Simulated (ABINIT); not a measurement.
Sn:

```
Sn
1.0
    -1.89465    1.89465    1.89465
     1.89465   -1.89465    1.89465
     1.89465    1.89465   -1.89465
Sn
1
Direct
  0.00000 0.00000 0.00000
```

This isn't the form of Sn at room conditions, which is tetragonal (white tin).

Base run:

- Program: ABINIT 10.8.3 (patched build)
- Functional: SCAN
- Potentials or basis: JTH PAW PBE v2.0
- Cutoff: 707 eV
- k mesh: 10 × 10 × 10
- Occupations: fermi-dirac, width 0.05 eV
- Spin: no spin polarisation

Its results: band gap on the k mesh none (metal or under the smearing width); pressure -1.1 GPa.

Q: After a change of settings the same cell gave: band gap on the k mesh none (metal or under the smearing width); pressure -2.7 GPa. Which change was it?
A. functional from SCAN to BLYP
B. functional from SCAN to r2SCAN
C. functional from SCAN to PBEsol
D. functional from SCAN to LDA

A: C.

Caveats: the PAW data sets were made with another functional, which shifts forces and pressure a little; spin-orbit coupling is left out, which moves the levels of the heavy elements.
